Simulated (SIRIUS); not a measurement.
# Mo (Im-3m) in SIRIUS: reference runs

Reference runs on Mo: the cell as given and a disturbed copy.

Program: SIRIUS 7.12.0. These are calculated values, not measurements. Logs are shortened: lines on timing, memory, paths and dates and some standing lists are left out, and cuts for length are marked. The log counts tension as positive stress, the text compression.

### 1 The crystal as given

It takes space group Im-3m (No. 229, cubic). The conventional cell has a = 3.168 Å, b = 3.168 Å, c = 3.168 Å, α = 90.00°, β = 90.00°, γ = 90.00°. Around Mo (site symmetry m-3m) lie 8 Mo at 2.74 Å.

### 2 Single point, PBEsol

sirius.json

```json
{
  "control": {
    "processing_unit": "cpu",
    "std_evp_solver_name": "lapack",
    "gen_evp_solver_name": "lapack",
    "verbosity": 2,
    "print_forces": true,
    "ortho_rf": true,
    "use_second_variation": true,
    "rmt_max": 3.0,
    "num_bands_to_print": 15,
    "save_wf": true
  },
  "parameters": {
    "electronic_structure_method": "full_potential_lapwlo",
    "xc_functionals": ["XC_GGA_X_PBE_SOL", "XC_GGA_C_PBE_SOL"],
    "core_relativity": "dirac",
    "valence_relativity": "iora",
    "num_fv_states": 15,
    "smearing": "fermi_dirac",
    "smearing_width": 0.0018374661,
    "pw_cutoff": 20,
    "gk_cutoff": 3.52,
    "lmax_apw": 10,
    "lmax_rho": 8,
    "lmax_pot": 8,
    "num_mag_dims": 0,
    "auto_rmt": 0,
    "ngridk": [12, 12, 12],
    "shiftk": [0, 0, 0],
    "num_dft_iter": 80,
    "energy_tol": 1e-07,
    "density_tol": 1e-05,
    "use_symmetry": true
  },
  "settings": {"tol_ne": 1e-10},
  "iterative_solver": {"type": "exact"},
  "mixer": {"type": "anderson", "beta": 0.5, "max_history": 8},
  "unit_cell": {
    "lattice_vectors": [
      [-2.9929651906, 2.9929651906, 2.9929651906],
      [2.9929651906, -2.9929651906, 2.9929651906],
      [2.9929651906, 2.9929651906, -2.9929651906]
    ],
    "atom_types": ["Mo"],
    "atom_files": {"Mo": "Mo.json"},
    "atoms": {"Mo": [[0.0, 0.0, 0.0]]}
  }
}
```

Mo.json

```json
{
  "name": "molybdenum",
  "symbol": "Mo",
  "number": 42,
  "mass": 95.96,
  "rmin": 1e-06,
  "rmt": 2.5,
  "nrmt": 800,
  "rinf": 17.03,
  "core": "1s2s2p3s3p3d",
  "valence": [
    {"basis": [{"enu": 0.24, "dme": 0, "n": 0, "auto": 0}, {"enu": 0.24, "dme": 1, "n": 0, "auto": 0}]},
    {"l": 0, "n": 1, "basis": [{"enu": 0.34, "dme": 0, "n": 0, "auto": 0}]},
    {"l": 1, "n": 2, "basis": [{"enu": 0.34, "dme": 0, "n": 0, "auto": 0}]},
    {"l": 2, "n": 3, "basis": [{"enu": 0.34, "dme": 0, "n": 0, "auto": 0}]},
    {"l": 3, "n": 4, "basis": [{"enu": 0.34, "dme": 0, "n": 0, "auto": 0}]}
  ],
  "lo": [
    {"l": 0, "basis": [{"enu": 0.34, "dme": 0, "n": 0, "auto": 0}, {"enu": 0.34, "dme": 1, "n": 0, "auto": 0}]},
    {
      "l": 0,
      "basis": [{"enu": -1.8759, "dme": 0, "n": 4, "auto": 1}, {"enu": -1.8759, "dme": 1, "n": 4, "auto": 1}]
    },
    {
      "l": 0,
      "basis": [{"enu": -1.8759, "dme": 1, "n": 4, "auto": 1}, {"enu": 0.34, "dme": 0, "n": 0, "auto": 0}]
    },
    {"l": 0, "basis": [{"enu": 0.34, "dme": 0, "n": 0, "auto": 0}, {"enu": 2.9, "dme": 0, "n": 0, "auto": 0}]},
    {"l": 1, "basis": [{"enu": 0.34, "dme": 0, "n": 0, "auto": 0}, {"enu": 0.34, "dme": 1, "n": 0, "auto": 0}]},
    {
      "l": 1,
      "basis": [{"enu": -0.9313, "dme": 0, "n": 4, "auto": 1}, {"enu": -0.9313, "dme": 1, "n": 4, "auto": 1}]
    },
    {
      "l": 1,
      "basis": [{"enu": -0.9313, "dme": 1, "n": 4, "auto": 1}, {"enu": 0.34, "dme": 0, "n": 0, "auto": 0}]
    },
    {"l": 1, "basis": [{"enu": 0.34, "dme": 0, "n": 0, "auto": 0}, {"enu": 3.284, "dme": 0, "n": 0, "auto": 0}]},
    {"l": 2, "basis": [{"enu": 0.34, "dme": 0, "n": 0, "auto": 0}, {"enu": 0.34, "dme": 1, "n": 0, "auto": 0}]},
    {"l": 2, "basis": [{"enu": 0.34, "dme": 1, "n": 0, "auto": 0}, {"enu": 0.34, "dme": 2, "n": 0, "auto": 0}]},
    {"l": 2, "basis": [{"enu": 0.34, "dme": 0, "n": 0, "auto": 0}, {"enu": 2.836, "dme": 0, "n": 0, "auto": 0}]},
    {"l": 3, "basis": [{"enu": 0.34, "dme": 0, "n": 0, "auto": 0}, {"enu": 0.34, "dme": 1, "n": 0, "auto": 0}]},
    {"l": 3, "basis": [{"enu": 0.34, "dme": 0, "n": 0, "auto": 0}, {"enu": 3.124, "dme": 0, "n": 0, "auto": 0}]}
  ],
  "free_atom": [... radial grid and density of the free atom, the start of the SCF ...]
}
```

sirius_start.json

```json
{
  "control": {
    "processing_unit": "cpu",
    "std_evp_solver_name": "lapack",
    "gen_evp_solver_name": "lapack",
    "verbosity": 1,
    "print_forces": false,
    "ortho_rf": true,
    "use_second_variation": true,
    "rmt_max": 3.0,
    "num_bands_to_print": 15,
    "save_wf": false
  },
  "parameters": {
    "electronic_structure_method": "full_potential_lapwlo",
    "xc_functionals": ["XC_LDA_X", "XC_LDA_C_PW"],
    "core_relativity": "dirac",
    "valence_relativity": "iora",
    "num_fv_states": 15,
    "smearing": "fermi_dirac",
    "smearing_width": 0.0055123983,
    "pw_cutoff": 20,
    "gk_cutoff": 2.82,
    "lmax_apw": 10,
    "lmax_rho": 8,
    "lmax_pot": 8,
    "num_mag_dims": 0,
    "auto_rmt": 0,
    "ngridk": [5, 5, 5],
    "shiftk": [0, 0, 0],
    "num_dft_iter": 30,
    "energy_tol": 0.01,
    "density_tol": 0.05,
    "use_symmetry": true
  },
  "settings": {"tol_ne": 1e-10},
  "iterative_solver": {"type": "exact"},
  "mixer": {"type": "anderson", "beta": 0.5, "max_history": 8},
  "unit_cell": {
    "lattice_vectors": [
      [-2.9929651906, 2.9929651906, 2.9929651906],
      [2.9929651906, -2.9929651906, 2.9929651906],
      [2.9929651906, 2.9929651906, -2.9929651906]
    ],
    "atom_types": ["Mo"],
    "atom_files": {"Mo": "Mo.json"},
    "atoms": {"Mo": [[0.0, 0.0, 0.0]]}
  }
}
```

Potentials or basis: all-electron FP-LAPW, apw+lo standard.

Command:

```
> OMP_NUM_THREADS=1 sirius.scf --input=sirius_start.json --output=start.json
> OMP_NUM_THREADS=1 sirius.scf --input=sirius.json --output=output.json --task=1
```

What it wrote:

```text
[info] SIRIUS version : 7.12.0
[info] number of MPI ranks           : 1
[info] MPI grid                      : 1 1
[info] maximum number of OMP threads : 1
[fft] FFT context for density and potential
[fft] =====================================
[fft]   plane wave cutoff                     : 20
[fft]   grid size                             : 36 36 36   total : 46656
[fft]   grid limits                           : -17 18   -17 18   -17 18
[fft]   number of G-vectors within the cutoff : 14579
[fft]   number of G-shells                    : 400
[fft] FFT context for coarse grid
[fft] =====================================
[fft]   plane wave cutoff                     : 7.04
[fft]   grid size                             : 15 15 15   total : 3375
[fft]   grid limits                           : -7 7   -7 7   -7 7
[fft]   number of G-vectors within the cutoff : 627
[fft]   number of G-shells                    : 27
[unit cell] lattice vectors
[unit cell]   a1 :      -2.9929651906      2.9929651906      2.9929651906
[unit cell]   a2 :       2.9929651906     -2.9929651906      2.9929651906
[unit cell]   a3 :       2.9929651906      2.9929651906     -2.9929651906
[unit cell] reciprocal lattice vectors
[unit cell]   b1 :      -0.0000000000      1.0496589347      1.0496589347
[unit cell]   b2 :       1.0496589347     -0.0000000000      1.0496589347
[unit cell]   b3 :       1.0496589347      1.0496589347     -0.0000000000
[unit cell] unit cell volume :       107.24202078 [a.u.^3]
[unit cell] 1/sqrt(omega)    :         0.09656450
[unit cell] MT volume        :        65.44984695 (61.03%)
[unit cell] IT volume        :        41.79217383 (38.97%)
[unit cell] number of atom types : 1
[unit cell] type id : 0 symbol : Mo mt_radius :   2.500000 num_atoms : 1
[unit cell] total number of atoms : 1
[unit cell] number of symmetry classes : 1
[unit cell] atom id  type id  class id             position                      vector_field
[unit cell] ------------------------------------------------------------------------------------------
[unit cell]      0        0        0      0.00000   0.00000   0.00000      0.00000   0.00000   0.00000
[unit cell] atom id         position (Cartesian, a.u.)
[unit cell] ---------------------------------------------
[unit cell]      0       0.000000    0.000000    0.000000
[unit cell] class id : 0 atom id : 0
[unit cell] minimum bond length:     5.183968
[... 315 lines left out ...]
[diagonalize] ...
[diagonalize] ik:   67   -1.795747   -0.866787   -0.858448   -0.854812    0.266551    0.277401    0.476717    0.493597    0.589715    0.745662    0.804114    0.875089    1.128854    1.154035    1.279678
[diagonalize] ik:   68   -1.795370   -0.864799   -0.861522   -0.855752    0.262608    0.267908    0.482065    0.536065    0.572570    0.744757    0.828314    0.833997    1.141330    1.165077    1.244146
[diagonalize] ik:   69   -1.795006   -0.862904   -0.860524   -0.860524    0.254728    0.261171    0.533634    0.533634    0.565078    0.711528    0.839491    0.839491    1.125783    1.177040    1.235366
[diagonalize] ik:   70   -1.794555   -0.863925   -0.861692   -0.860731    0.249630    0.251728    0.545307    0.552485    0.584943    0.761682    0.780244    0.804385    1.164323    1.176288    1.192878
[diagonalize] ik:   71   -1.794119   -0.862880   -0.862880   -0.862880    0.242953    0.242953    0.583158    0.583158    0.583158    0.765636    0.765636    0.765636    1.146317    1.189083    1.189083
[generate_core_charge_density] atom class : 0
[generate_core_charge_density]   n,l,k : 1 0 1  energy :        -727.12734864
[generate_core_charge_density]   n,l,k : 2 0 1  energy :        -102.21501024
[generate_core_charge_density]   n,l,k : 2 1 1  energy :         -94.00548441
[generate_core_charge_density]   n,l,k : 2 1 2  energy :         -90.09313515
[generate_core_charge_density]   n,l,k : 3 0 1  energy :         -16.93154716
[generate_core_charge_density]   n,l,k : 3 1 1  energy :         -13.80852241
[generate_core_charge_density]   n,l,k : 3 1 2  energy :         -13.16394539
[generate_core_charge_density]   n,l,k : 3 2 2  energy :          -7.63901365
[generate_core_charge_density]   n,l,k : 3 2 3  energy :          -7.51689547
[find] Total energy                   :   -4047.43876479 (Ha),   -8094.87752957 (Ry)
[find] iteration : 1, RMS (target) : 7.7470e-02 (1.0000e-05) , energy difference (target) : -1.1120e-05 (1.0000e-07)
[find] Total energy                   :   -4047.43875490 (Ha),   -8094.87750979 (Ry)
[find] iteration : 2, RMS (target) : 2.6989e-03 (1.0000e-05) , energy difference (target) : 9.8876e-06 (1.0000e-07)
[find] Total energy                   :   -4047.43875705 (Ha),   -8094.87751409 (Ry)
[find] iteration : 3, RMS (target) : 8.4068e-04 (1.0000e-05) , energy difference (target) : -2.1484e-06 (1.0000e-07)
[find] Total energy                   :   -4047.43875780 (Ha),   -8094.87751560 (Ry)
[find] iteration : 4, RMS (target) : 1.1281e-04 (1.0000e-05) , energy difference (target) : -7.5492e-07 (1.0000e-07)
[... 10 lines left out ...]
[find] valence_eval_sum               :      -6.49792844
[find] core_eval_sum                  :   -2396.38420611
[find] kinetic energy                 :    4195.70868564
[find] enuc                           :   -4902.08588736
[find] <rho|V^{XC}>                   :    -159.89358253
[find] <rho|E^{XC}>                   :    -121.71302466
[find] <mag|B^{XC}>                   :       0.00000000
[find] <rho|V^{H}>                    :   -6438.69723766
[find] smearing (-TS)                 :      -0.00009225
[find] SCF correction                 :       0.00008743
[find] Total energy                   :   -4047.43875778 (Ha),   -8094.87751555 (Ry)
[find] Free energy (E-TS)             :   -4047.43885003 (Ha),   -8094.87770006 (Ry)
[find] band gap (eV)                  :       0.00000000
[find] Efermi                         :       0.45170343
[find] iteration : 5, RMS (target) : 3.5419e-06 (1.0000e-05) , energy difference (target) : 2.3766e-08 (1.0000e-07)
[find] converged after 6 SCF iterations!
[find] Charges and magnetic moments
[find] --------------------------------------------------------------------------------
[find] atom      charge    core leakage
[find] --------------------------------------------------------------------------------
[find]    0   40.287813    6.840337e-07
[find] total core leakage    : 6.84033710e-07
[find] interstitial charge   : 1.712184
[find] total charge          : 41.999998
[find] Energy
[find] --------------------------------------------------------------------------------
[find] valence_eval_sum               :      -6.49792844
[find] core_eval_sum                  :   -2396.38420611
[find] kinetic energy                 :    4195.70868564
[find] enuc                           :   -4902.08588736
[find] <rho|V^{XC}>                   :    -159.89358253
[find] <rho|E^{XC}>                   :    -121.71302466
[find] <mag|B^{XC}>                   :       0.00000000
[find] <rho|V^{H}>                    :   -6438.69723766
[find] smearing (-TS)                 :      -0.00009225
[find] SCF correction                 :       0.00008743
[find] Total energy                   :   -4047.43875778 (Ha),   -8094.87751555 (Ry)
[find] Free energy (E-TS)             :   -4047.43885003 (Ha),   -8094.87770006 (Ry)
[find] band gap (eV)                  :       0.00000000
[find] Efermi                         :       0.45170343
[ground_state]
[ground_state] ==== total Forces in Ha/bohr =====
[ground_state] atom:    0, force:       0.0000000      0.0000000      0.0000000
[ground_state] ==== contribution from density =====
[ground_state] atom:    0, force:       0.0000000      0.0000000      0.0000000
[ground_state] ==== contribution from Hartree potential =====
[ground_state] atom:    0, force:       0.0000000      0.0000000      0.0000000
[ground_state] ==== contribution from IBS =====
[ground_state] atom:    0, force:       0.0000000      0.0000000      0.0000000
```

Run time: 19 s. Hardware: 1 thread of Arm Neoverse V2, shared host; peak memory 0.3 GiB.

Results:

```
Free energy                                       : -110136.4219 eV
Band gap on the k mesh                            : none (metal or under the smearing width)
All electrons inside the program's atomic spheres : Mo 40.29 (radii Mo 2.5 bohr)
```

Levels at points of the mesh, in eV from the Fermi level:
```tsv
k point	band 5	band 6	band 7	band 8	band 9	band 10
(0.00, 0.00, 0.00)	-7.16	-1.28	-1.28	-1.28	1.67	1.67
(0.50, 0.00, 0.00)	-5.19	-3.27	1.59	1.70	2.31	4.72
(0.50, 0.50, 0.50)	-5.28	-5.28	3.97	3.97	3.97	8.94
```

### 3 Single point, PBEsol (cell strained at random)

sirius.json, as its differences from that of step 2:

```diff
@@ -22,3 +22,3 @@
     "pw_cutoff": 20,
-    "gk_cutoff": 3.52,
+    "gk_cutoff": 3.56,
     "lmax_apw": 10,
@@ -40,5 +40,5 @@
     "lattice_vectors": [
-      [-2.9929651906, 2.9929651906, 2.9929651906],
-      [2.9929651906, -2.9929651906, 2.9929651906],
-      [2.9929651906, 2.9929651906, -2.9929651906]
+      [-3.0129585461, 3.0071136232, 2.9943390746],
+      [3.0469679472, -2.9159607939, 2.9371937566],
+      [3.0360113151, 2.9390116731, -2.9031843555]
     ],
@@ -46,3 +46,3 @@
     "atom_files": {"Mo": "Mo.json"},
-    "atoms": {"Mo": [[0.0, 0.0, 0.0]]}
+    "atoms": {"Mo": [[-0.004893, -0.028505, -0.027978]]}
   }
```

Mo.json

```json
{
  "name": "molybdenum",
  "symbol": "Mo",
  "number": 42,
  "mass": 95.96,
  "rmin": 1e-06,
  "rmt": 2.47,
  "nrmt": 800,
  "rinf": 17.03,
  "core": "1s2s2p3s3p3d",
  "valence": [
    {"basis": [{"enu": 0.25, "dme": 0, "n": 0, "auto": 0}, {"enu": 0.25, "dme": 1, "n": 0, "auto": 0}]},
    {"l": 0, "n": 1, "basis": [{"enu": 0.35, "dme": 0, "n": 0, "auto": 0}]},
    {"l": 1, "n": 2, "basis": [{"enu": 0.35, "dme": 0, "n": 0, "auto": 0}]},
    {"l": 2, "n": 3, "basis": [{"enu": 0.35, "dme": 0, "n": 0, "auto": 0}]},
    {"l": 3, "n": 4, "basis": [{"enu": 0.35, "dme": 0, "n": 0, "auto": 0}]}
  ],
  "lo": [
    {"l": 0, "basis": [{"enu": 0.35, "dme": 0, "n": 0, "auto": 0}, {"enu": 0.35, "dme": 1, "n": 0, "auto": 0}]},
    {
      "l": 0,
      "basis": [{"enu": -1.8659, "dme": 0, "n": 4, "auto": 1}, {"enu": -1.8659, "dme": 1, "n": 4, "auto": 1}]
    },
    {
      "l": 0,
      "basis": [{"enu": -1.8659, "dme": 1, "n": 4, "auto": 1}, {"enu": 0.35, "dme": 0, "n": 0, "auto": 0}]
    },
    {"l": 0, "basis": [{"enu": 0.35, "dme": 0, "n": 0, "auto": 0}, {"enu": 2.9726, "dme": 0, "n": 0, "auto": 0}]},
    {"l": 1, "basis": [{"enu": 0.35, "dme": 0, "n": 0, "auto": 0}, {"enu": 0.35, "dme": 1, "n": 0, "auto": 0}]},
    {
      "l": 1,
      "basis": [{"enu": -0.9213, "dme": 0, "n": 4, "auto": 1}, {"enu": -0.9213, "dme": 1, "n": 4, "auto": 1}]
    },
    {
      "l": 1,
      "basis": [{"enu": -0.9213, "dme": 1, "n": 4, "auto": 1}, {"enu": 0.35, "dme": 0, "n": 0, "auto": 0}]
    },
    {"l": 1, "basis": [{"enu": 0.35, "dme": 0, "n": 0, "auto": 0}, {"enu": 3.3659, "dme": 0, "n": 0, "auto": 0}]},
    {"l": 2, "basis": [{"enu": 0.35, "dme": 0, "n": 0, "auto": 0}, {"enu": 0.35, "dme": 1, "n": 0, "auto": 0}]},
    {"l": 2, "basis": [{"enu": 0.35, "dme": 1, "n": 0, "auto": 0}, {"enu": 0.35, "dme": 2, "n": 0, "auto": 0}]},
    {"l": 2, "basis": [{"enu": 0.35, "dme": 0, "n": 0, "auto": 0}, {"enu": 2.907, "dme": 0, "n": 0, "auto": 0}]},
    {"l": 3, "basis": [{"enu": 0.35, "dme": 0, "n": 0, "auto": 0}, {"enu": 0.35, "dme": 1, "n": 0, "auto": 0}]},
    {"l": 3, "basis": [{"enu": 0.35, "dme": 0, "n": 0, "auto": 0}, {"enu": 3.202, "dme": 0, "n": 0, "auto": 0}]}
  ],
  "free_atom": [... radial grid and density of the free atom, the start of the SCF ...]
}
```

sirius_start.json, as its differences from that of step 2:

```diff
@@ -22,3 +22,3 @@
     "pw_cutoff": 20,
-    "gk_cutoff": 2.82,
+    "gk_cutoff": 2.85,
     "lmax_apw": 10,
@@ -40,5 +40,5 @@
     "lattice_vectors": [
-      [-2.9929651906, 2.9929651906, 2.9929651906],
-      [2.9929651906, -2.9929651906, 2.9929651906],
-      [2.9929651906, 2.9929651906, -2.9929651906]
+      [-3.0129585461, 3.0071136232, 2.9943390746],
+      [3.0469679472, -2.9159607939, 2.9371937566],
+      [3.0360113151, 2.9390116731, -2.9031843555]
     ],
@@ -46,3 +46,3 @@
     "atom_files": {"Mo": "Mo.json"},
-    "atoms": {"Mo": [[0.0, 0.0, 0.0]]}
+    "atoms": {"Mo": [[-0.004893, -0.028505, -0.027978]]}
   }
```

Potentials or basis: all-electron FP-LAPW, apw+lo standard.

Command:

```
> OMP_NUM_THREADS=1 sirius.scf --input=sirius_start.json --output=start.json
> OMP_NUM_THREADS=1 sirius.scf --input=sirius.json --output=output.json --task=1
```

Wall time 69 s (1 thread of Arm Neoverse V2, shared host); peak memory 1 GiB.

Results (log left out):

* Free energy: -110136.4089 eV
* Band gap on the k mesh: none (metal or under the smearing width)
* All electrons inside the program's atomic spheres: Mo 40.18 (radii Mo 2.47 bohr)

Levels at points of the mesh, in eV from the Fermi level:
```csv
k point,band 4,band 5,band 6,band 7,band 8,band 9,band 10,band 11
"(0.00, 0.00, 0.00)",-34.42,-7.17,-1.61,-1.24,-1.02,1.49,1.86,14.39
"(0.50, 0.00, 0.00)",-34.46,-5.21,-3.55,1.46,2.07,2.60,4.58,11.20
"(0.00, 0.50, 0.00)",-34.45,-5.18,-3.23,1.44,1.60,2.37,4.61,11.22
"(0.50, 0.50, 0.00)",-34.47,-5.19,-3.16,1.49,1.57,2.24,4.72,11.41
"(0.00, 0.00, 0.50)",-34.46,-5.18,-3.19,1.45,1.55,2.32,4.62,11.25
"(0.50, 0.00, 0.50)",-34.47,-5.20,-3.18,1.49,1.62,2.24,4.74,11.48
"(0.00, 0.50, 0.50)",-34.51,-5.25,-3.40,1.78,1.97,2.22,4.92,11.59
"(0.50, 0.50, 0.50)",-35.30,-5.33,-5.26,3.65,3.96,4.27,8.50,8.97
```
